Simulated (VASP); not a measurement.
# Si in VASP: one cell, several levels of theory

What does VASP give for Si (lonsdaleite), under +1.0 % strain along z alone, the cell held fixed? Runs: PBE, r2SCAN. The results are then set beside those of Ansatz 0.2.0 for the same cell.

Program: VASP 6.6.1. PAW datasets, plane waves. No spin polarisation and no zero-point or thermal motion.

### Step 1. Starting point

The cell comes from an earlier relaxation with r2SCAN in another program, then strained, with the atoms relaxed again.

The symmetry is P6_3/mmc (No. 194, hexagonal); a = 3.832 Å, c = 6.405 Å in the conventional setting, 20.36 Å³ an atom. Si has 4 Si at 2.36–2.39 Å.

The structure in full:

```cif
data_structure
_symmetry_space_group_name_H-M 'P6_3/mmc'
_symmetry_Int_Tables_number 194
_cell_length_a 3.8321
_cell_length_b 3.8321
_cell_length_c 6.4046
_cell_angle_alpha 90.000
_cell_angle_beta 90.000
_cell_angle_gamma 120.000
_cell_volume 81.45
loop_
_atom_site_label
_atom_site_type_symbol
_atom_site_symmetry_multiplicity
_atom_site_Wyckoff_symbol
_atom_site_fract_x
_atom_site_fract_y
_atom_site_fract_z
_atom_site_occupancy
Si1 Si 4 f 0.33333 0.66667 0.56361 1
```

### Step 2. Single point with PBE

INCAR reads:

```
ENCUT = 520.000000
SIGMA = 0.020000
EDIFF = 1.00e-07
GGA = PE
PREC = Accurate
IBRION = -1
ISIF = 2
ISMEAR = -1
NBANDS = 16
NELM = 120
NSW = 0
LASPH = .TRUE.
LCHARG = .FALSE.
LWAVE = .FALSE.
LREAL = .FALSE.
```

KPOINTS reads:

```
KPOINTS created by Atomic Simulation Environment
0
Gamma
12 12 4
0 0 0
```

KPOINTS_OPT reads:

```
special points
7
Reciprocal
0.0000000000 0.0000000000 0.0000000000 1
0.5000000000 0.0000000000 0.0000000000 1
0.3333333333 0.3333333333 0.0000000000 1
0.0000000000 0.0000000000 0.5000000000 1
0.5000000000 0.0000000000 0.5000000000 1
0.3333333333 0.3333333333 0.5000000000 1
0.0000000000 0.5000000000 0.0000000000 1
```

POSCAR reads:

```
Si
 1.0000000000000000
     3.8321295590073570    0.0000000000000000    0.0000000000000000
    -1.9160647795036785    3.3187215486936292    0.0000000000000000
     0.0000000000000000    0.0000000000000000    6.4046290290999996
 Si
   4
Cartesian
 -0.0000000000000000  2.2124810324624189  0.0070885391266683
  1.9160647795036780  1.1062405162312094  3.2094030536766671
 -0.0000000000000000  2.2124810324624189  2.3946473467858316
  1.9160647795036780  1.1062405162312094  5.5969618613358296
```

Potentials: the recommended PBE PAW datasets, 16 valence electrons in the neutral cell.

Command:

```console
> mpirun -np 1 vasp_std
```

Printed to the terminal (iteration lines stand in OSZICAR):

```text
POSCAR found type information on POSCAR Si
 POSCAR found :  1 types and       4 ions
 LDA part: xc-table for (Slater+PW92), standard interpolation
 POSCAR, INCAR and KPOINTS ok, starting setup
 FFT: planning ... GRIDC
 FFT: planning ... GRID_SOFT
 FFT: planning ... GRID
 WAVECAR not read
 entering main loop
 Start KPOINTS_OPT (optional k-point list driver)
k-point batch [1-7\7]
```

OSZICAR:

```text
N       E                     dE             d eps       ncg     rms          rms(c)
DAV:   1     0.263381974873E+02    0.26338E+02   -0.59672E+03  1824   0.818E+02
DAV:   2    -0.201005388663E+02   -0.46439E+02   -0.42092E+02  2504   0.121E+02
DAV:   3    -0.219788047494E+02   -0.18783E+01   -0.18648E+01  2512   0.228E+01
DAV:   4    -0.220005694758E+02   -0.21765E-01   -0.21758E-01  2248   0.319E+00
DAV:   5    -0.220009626358E+02   -0.39316E-03   -0.39314E-03  2568   0.402E-01    0.675E+00
DAV:   6    -0.217606473670E+02    0.24032E+00   -0.97643E-02  2216   0.148E+00    0.411E+00
DAV:   7    -0.216496476412E+02    0.11100E+00   -0.20739E-01  2208   0.225E+00    0.240E-01
DAV:   8    -0.216519462734E+02   -0.22986E-02   -0.15127E-02  2200   0.627E-01    0.111E-01
DAV:   9    -0.216523901242E+02   -0.44385E-03   -0.60848E-04  2400   0.143E-01    0.843E-02
DAV:  10    -0.216525317239E+02   -0.14160E-03   -0.14784E-04  2152   0.607E-02    0.138E-02
DAV:  11    -0.216525367906E+02   -0.50667E-05   -0.83443E-06  2456   0.155E-02    0.106E-02
DAV:  12    -0.216525388351E+02   -0.20445E-05   -0.22177E-06  2096   0.818E-03    0.206E-03
DAV:  13    -0.216525387525E+02    0.82668E-07   -0.22936E-07  2424   0.245E-03
   1 F= -.21652539E+02 E0= -.21652539E+02  d E =-.289084E-07
       N       E                     dE             ncg
DAV:   1     0.236249664925E+04   -0.24524E+04      224
DAV:   2     0.205348542482E+04   -0.30901E+03      312
DAV:   3     0.204174661237E+04   -0.11739E+02      304
DAV:   4     0.204160363386E+04   -0.14298E+00      264
DAV:   5     0.204160094980E+04   -0.26841E-02      304
DAV:   6     0.204160088128E+04   -0.68513E-04      272
DAV:   7     0.204160087908E+04   -0.22049E-05      312
DAV:   8     0.204160087899E+04   -0.87227E-07      232
```

The lines after F= are the extra pass for the points of KPOINTS_OPT, at fixed density; their E is not a total energy.

Parts of OUTCAR:

```text
k-points           NKPTS =     57   k-points in BZ     NKDIM =     57   number of bands    NBANDS=     16

   NELECT =      16.0000    total number of electrons

   dimension x,y,z NGX =    30 NGY =   30 NGZ =   48
   dimension x,y,z NGXF=    60 NGYF=   60 NGZF=   96

  energy-cutoff  :      520.00
  volume of cell :       81.45
      direct lattice vectors                 reciprocal lattice vectors
     3.832129559  0.000000000  0.000000000     0.260951511  0.150660425  0.000000000
    -1.916064780  3.318721549  0.000000000     0.000000000  0.301320851  0.000000000
     0.000000000  0.000000000  6.404629029     0.000000000  0.000000000  0.156137068

 k-points in reciprocal lattice and weights: KPOINTS created by Atomic Simulation Env
   0.00000000  0.00000000  0.00000000       0.002
   0.08333333  0.00000000  0.00000000       0.010
   0.16666667  0.00000000  0.00000000       0.010
   0.25000000 -0.00000000  0.00000000       0.010
   0.33333333 -0.00000000  0.00000000       0.010
   0.41666667  0.00000000  0.00000000       0.010
   0.50000000 -0.00000000  0.00000000       0.005
   0.08333333  0.08333333  0.00000000       0.010
[... 49 more k-points ...]

 E-fermi :   6.1603

 k-point     1 :       0.0000    0.0000    0.0000
  band No.  band energies     occupation
      1      -6.1996      2.00000
      2      -4.0041      2.00000
      3      -1.2610      2.00000
      4       4.4717      2.00000
      5       4.4717      2.00000
      6       5.5001      2.00000
      7       5.9255      1.99998
      8       5.9255      1.99998
      9       7.0386      0.00000
     10       7.9710      0.00000
     11       7.9710      0.00000
     12       8.0517      0.00000
     13       9.3619      0.00000
     14      10.0746      0.00000
     15      10.0746      0.00000
     16      11.8897      0.00000

 k-point     2 :       0.0833    0.0000    0.0000
  band No.  band energies     occupation
      1      -6.1188      2.00000
      2      -3.9215      2.00000
      3      -1.2175      2.00000
      4       3.7859      2.00000
      5       4.3020      2.00000
      6       5.2949      2.00000
      7       5.3916      2.00000
      8       5.7728      2.00000
      9       7.4565      0.00000
     10       8.1298      0.00000
     11       8.1366      0.00000
     12       8.2219      0.00000
     13       9.6510      0.00000
     14      10.2913      0.00000
     15      10.3855      0.00000
     16      11.3727      0.00000

 k-point     3 :       0.1667    0.0000    0.0000
  band No.  band energies     occupation
      1      -5.8784      2.00000
      2      -3.6755      2.00000
      3      -1.1143      2.00000
      4       2.6028      2.00000
      5       3.9256      2.00000
      6       4.0614      2.00000
      7       5.0596      2.00000
      8       5.4257      2.00000
      9       7.3079      0.00000
     10       8.3588      0.00000
     11       8.7531      0.00000
     12       9.2440      0.00000
     13       9.3456      0.00000
     14      10.6019      0.00000
     15      11.2036      0.00000
     16      11.5829      0.00000

 k-point     4 :       0.2500   -0.0000    0.0000
  band No.  band energies     occupation
      1      -5.4862      2.00000
      2      -3.2725      2.00000
      3      -1.0740      2.00000
      4       1.5689      2.00000
      5       2.7479      2.00000
      6       3.5291      2.00000
      7       4.5223      2.00000
      8       5.0516      2.00000
      9       7.0023      0.00000
     10       8.7234      0.00000
     11       8.9223      0.00000
     12       9.1184      0.00000
     13       9.4690      0.00000
     14      11.1320      0.00000
     15      12.0349      0.00000
     16      12.3470      0.00000

 k-point     5 :       0.3333   -0.0000    0.0000
  band No.  band energies     occupation
      1      -4.9622      2.00000
      2      -2.7295      2.00000
      3      -1.3804      2.00000
      4       1.0769      2.00000
      5       1.5122      2.00000
      6       3.2090      2.00000
      7       3.8709      2.00000
      8       4.7459      2.00000
      9       6.7080      0.00000
     10       8.5429      0.00000
     11       9.0981      0.00000
     12       9.1579      0.00000
     13       9.2397      0.00000
     14      12.0979      0.00000
     15      12.9336      0.00000
     16      13.0999      0.00000

[... the tables of k-points 6 to 57 left out ...]

  Total        0.4536432      0.4536432     -0.5329581      0.0000000      0.0000000      0.0000000
  in kB        8.9231881      8.9231881    -10.4833168      0.0000000      0.0000000      0.0000000
  external PRESSURE =       2.4543531 kB  Pullay stress =       0.0000000 kB

 POSITION                                       TOTAL-FORCE (eV/Angst)
 -----------------------------------------------------------------------------------
      0.00000      2.21248      0.00709         0.000000      0.000000      0.002480
      1.91606      1.10624      3.20940         0.000000      0.000000      0.002480
      0.00000      2.21248      2.39465         0.000000      0.000000     -0.002480
      1.91606      1.10624      5.59696        -0.000000     -0.000000     -0.002480
 -----------------------------------------------------------------------------------
    total drift:                                0.000000     -0.000000      0.000000

  FREE ENERGIE OF THE ION-ELECTRON SYSTEM (eV)
  ---------------------------------------------------
  free  energy   TOTEN  =       -21.6525387525 eV

  energy  without entropy=      -21.6525387236  energy(sigma->0) =      -21.65253874
```

Hardware: 1 MPI rank of Intel Xeon Platinum 8488C, shared host.

The levels at the points of KPOINTS_OPT are read from vasprun.xml.

Band energies at the special points (eV, zero at the top of v, the last band that the electrons fill by count):

```tsv
point	v−1	v	c	c+1
Γ	0.00	0.00	1.11	2.05
M	-2.96	-1.44	0.48	2.31
K	-3.54	-3.34	0.83	5.16
A	-0.88	-0.88	1.86	1.86
L	-2.38	-2.38	0.88	0.88
H	-2.04	-2.04	1.48	1.48
```

The PBE gap is 0.48 eV and indirect (Γ to M), with 1.11 eV as the least direct one. Pressure: 0.25 GPa; the forces vanish within 0.01 eV/Å.

### Step 3. r2SCAN at this geometry

INCAR reads:

```
ENCUT = 520.000000
SIGMA = 0.010000
EDIFF = 1.00e-07
ALGO = Normal
METAGGA = R2SCAN
PREC = Accurate
IBRION = -1
ISIF = 2
ISMEAR = 0
NBANDS = 16
NELM = 120
NSW = 0
LASPH = .TRUE.
LCHARG = .FALSE.
LWAVE = .FALSE.
LREAL = .FALSE.
```

KPOINTS is that of step 2.

KPOINTS_OPT is that of step 2.

POSCAR is that of step 2.

Command:

```console
> mpirun -np 1 vasp_std
```

Printed to the terminal (iteration lines stand in OSZICAR):

```text
POSCAR found type information on POSCAR Si
 POSCAR found :  1 types and       4 ions
 -----------------------------------------------------------------------------
|                                                                             |
|                                                                             |
|     You enforced a specific xc type in the INCAR file but a different       |
|     I HOPE YOU KNOW WHAT YOU ARE DOING!                                     |
|                                                                             |
 -----------------------------------------------------------------------------

 LDA part: xc-table for (None), standard interpolation
 POSCAR, INCAR and KPOINTS ok, starting setup
 FFT: planning ... GRIDC
 FFT: planning ... GRID_SOFT
 FFT: planning ... GRID
 WAVECAR not read
 entering main loop
 Start KPOINTS_OPT (optional k-point list driver)
k-point batch [1-7\7]
```

OSZICAR:

```text
N       E                     dE             d eps       ncg     rms          rms(c)
DAV:   1     0.120118746471E+02    0.12012E+02   -0.61663E+03  1824   0.846E+02
DAV:   2    -0.354828461164E+02   -0.47495E+02   -0.42980E+02  2496   0.124E+02
DAV:   3    -0.373677903073E+02   -0.18849E+01   -0.18714E+01  2520   0.231E+01
DAV:   4    -0.373881758771E+02   -0.20386E-01   -0.20380E-01  2224   0.314E+00
DAV:   5    -0.373885224233E+02   -0.34655E-03   -0.34653E-03  2584   0.386E-01    0.837E+00
DAV:   6    -0.350491804207E+02    0.23393E+01   -0.21885E-01  2120   0.296E+00    0.574E+00
DAV:   7    -0.350460432105E+02    0.31372E-02   -0.26310E-01  2168   0.266E+00    0.501E-01
DAV:   8    -0.350423692135E+02    0.36740E-02   -0.16200E-02  2216   0.698E-01    0.554E-01
DAV:   9    -0.350426752434E+02   -0.30603E-03   -0.71080E-04  2368   0.211E-01    0.713E-02
DAV:  10    -0.350427093636E+02   -0.34120E-04   -0.40663E-05  2288   0.469E-02    0.430E-02
DAV:  11    -0.350427083992E+02    0.96436E-06   -0.30818E-06  2352   0.115E-02    0.114E-02
DAV:  12    -0.350427121106E+02   -0.37114E-05   -0.55961E-07  2296   0.468E-03    0.343E-03
DAV:  13    -0.350427125587E+02   -0.44801E-06   -0.65915E-08  1376   0.153E-03    0.878E-04
DAV:  14    -0.350427123468E+02    0.21187E-06   -0.95164E-09  1320   0.661E-04    0.211E-04
DAV:  15    -0.350427123164E+02    0.30335E-07   -0.14809E-09  1192   0.265E-04
   1 F= -.35042712E+02 E0= -.35042712E+02  d E =-.983792E-21
       N       E                     dE             ncg
DAV:   1     0.234174844457E+04   -0.24732E+04      224
DAV:   2     0.201851745650E+04   -0.32323E+03      320
DAV:   3     0.200658092669E+04   -0.11937E+02      296
DAV:   4     0.200644324269E+04   -0.13768E+00      256
DAV:   5     0.200644077081E+04   -0.24719E-02      312
DAV:   6     0.200644070995E+04   -0.60860E-04      272
DAV:   7     0.200644070806E+04   -0.18844E-05      312
DAV:   8     0.200644070799E+04   -0.70535E-07      232
```

Parts of OUTCAR:

```text
k-points           NKPTS =     57   k-points in BZ     NKDIM =     57   number of bands    NBANDS=     16

   NELECT =      16.0000    total number of electrons

   dimension x,y,z NGX =    30 NGY =   30 NGZ =   48
   dimension x,y,z NGXF=    60 NGYF=   60 NGZF=   96

  energy-cutoff  :      520.00
  volume of cell :       81.45
      direct lattice vectors                 reciprocal lattice vectors
     3.832129559  0.000000000  0.000000000     0.260951511  0.150660425  0.000000000
    -1.916064780  3.318721549  0.000000000     0.000000000  0.301320851  0.000000000
     0.000000000  0.000000000  6.404629029     0.000000000  0.000000000  0.156137068

 k-points in reciprocal lattice and weights: KPOINTS created by Atomic Simulation Env
   0.00000000  0.00000000  0.00000000       0.002
   0.08333333  0.00000000  0.00000000       0.010
   0.16666667  0.00000000  0.00000000       0.010
   0.25000000 -0.00000000  0.00000000       0.010
   0.33333333 -0.00000000  0.00000000       0.010
   0.41666667  0.00000000  0.00000000       0.010
   0.50000000 -0.00000000  0.00000000       0.005
   0.08333333  0.08333333  0.00000000       0.010
[... 49 more k-points ...]

 E-fermi :   5.9131

 k-point     1 :       0.0000    0.0000    0.0000
  band No.  band energies     occupation
      1      -6.8527      2.00000
      2      -4.5428      2.00000
      3      -1.6483      2.00000
      4       4.3075      2.00000
      5       4.3075      2.00000
      6       5.4033      2.00000
      7       5.8519      2.00000
      8       5.8519      2.00000
      9       7.3031      0.00000
     10       8.0621      0.00000
     11       8.0621      0.00000
     12       8.2112      0.00000
     13       9.8528      0.00000
     14      10.2814      0.00000
     15      10.2814      0.00000
     16      12.1651      0.00000

 k-point     2 :       0.0833    0.0000    0.0000
  band No.  band energies     occupation
      1      -6.7676      2.00000
      2      -4.4556      2.00000
      3      -1.6027      2.00000
      4       3.6208      2.00000
      5       4.1294      2.00000
      6       5.2202      2.00000
      7       5.2888      2.00000
      8       5.6899      2.00000
      9       7.6554      0.00000
     10       8.2941      0.00000
     11       8.3025      0.00000
     12       8.3270      0.00000
     13       9.9911      0.00000
     14      10.6124      0.00000
     15      10.6540      0.00000
     16      11.6526      0.00000

 k-point     3 :       0.1667    0.0000    0.0000
  band No.  band energies     occupation
      1      -6.5145      2.00000
      2      -4.1958      2.00000
      3      -1.4941      2.00000
      4       2.3954      2.00000
      5       3.7335      2.00000
      6       3.9473      2.00000
      7       4.9427      2.00000
      8       5.3212      2.00000
      9       7.4480      0.00000
     10       8.5378      0.00000
     11       8.8892      0.00000
     12       9.5142      0.00000
     13       9.6120      0.00000
     14      10.8709      0.00000
     15      11.4847      0.00000
     16      11.9134      0.00000

 k-point     4 :       0.2500   -0.0000    0.0000
  band No.  band energies     occupation
      1      -6.1014      2.00000
      2      -3.7700      2.00000
      3      -1.4507      2.00000
      4       1.3095      2.00000
      5       2.5726      2.00000
      6       3.3152      2.00000
      7       4.3858      2.00000
      8       4.9238      2.00000
      9       7.1342      0.00000
     10       8.9337      0.00000
     11       9.1648      0.00000
     12       9.2771      0.00000
     13       9.6968      0.00000
     14      11.4804      0.00000
     15      12.3411      0.00000
     16      12.7068      0.00000

 k-point     5 :       0.3333   -0.0000    0.0000
  band No.  band energies     occupation
      1      -5.5497      2.00000
      2      -3.1963      2.00000
      3      -1.7723      2.00000
      4       0.7879      2.00000
      5       1.2724      2.00000
      6       2.9770      2.00000
      7       3.7103      2.00000
      8       4.5988      2.00000
      9       6.8360      0.00000
     10       8.7886      0.00000
     11       9.2927      0.00000
     12       9.3200      0.00000
     13       9.4670      0.00000
     14      12.4576      0.00000
     15      13.4177      0.00000
     16      13.4629      0.00000

[... the tables of k-points 6 to 57 left out ...]

  Total       -0.2809789     -0.2809789     -1.2502381      0.0000000      0.0000000      0.0000000
  in kB       -5.5268716     -5.5268716    -24.5922547      0.0000000      0.0000000      0.0000000
  external PRESSURE =     -11.8819993 kB  Pullay stress =       0.0000000 kB

 POSITION                                       TOTAL-FORCE (eV/Angst)
 -----------------------------------------------------------------------------------
      0.00000      2.21248      0.00709         0.000000      0.000000     -0.002434
      1.91606      1.10624      3.20940        -0.000000     -0.000000     -0.002434
      0.00000      2.21248      2.39465         0.000000      0.000000      0.002434
      1.91606      1.10624      5.59696        -0.000000     -0.000000      0.002434
 -----------------------------------------------------------------------------------
    total drift:                                0.000000     -0.000000      0.000000

  FREE ENERGIE OF THE ION-ELECTRON SYSTEM (eV)
  ---------------------------------------------------
  free  energy   TOTEN  =       -35.0427123164 eV

  energy  without entropy=      -35.0427123164  energy(sigma->0) =      -35.04271232
```

Hardware: 1 MPI rank of Intel Xeon Platinum 8488C, shared host.

The levels at the points of KPOINTS_OPT are read from vasprun.xml.

Levels at the named points, in eV from the top of band v (v: the last filled band by count, c: the next):

```tsv
point	v−1	v	c	c+1
Γ	0.00	0.00	1.45	2.21
M	-3.08	-1.53	0.68	2.61
K	-3.71	-3.50	0.99	5.59
A	-0.94	-0.94	2.19	2.19
L	-2.52	-2.52	1.12	1.12
H	-2.16	-2.16	1.76	1.76
```

r2SCAN gives an indirect gap of 0.68 eV, from Γ to M; the least direct gap is 1.45 eV. Pressure: -1.19 GPa; the forces vanish within 0.01 eV/Å.

### Step 4. Results

| level | gap (eV) | pressure (GPa) | Ansatz: gap (eV) | Ansatz: pressure (GPa) |
| --- | --- | --- | --- | --- |
| PBE | 0.48 | 0.25 | 0.48 | 0.32 |
| r2SCAN | 0.68 | -1.19 | 0.66 | -0.96 |

**Reading.** The gap spans 0.48 eV (PBE) to 0.68 eV (r2SCAN). At this one volume the pressure spans -1.2 GPa (r2SCAN) to 0.2 GPa (PBE): PBE wants the largest cell and r2SCAN the smallest. The two programs agree on the gap within 0.02 eV, far less than the spread between functionals. The two codes have different PAW datasets and cutoffs.
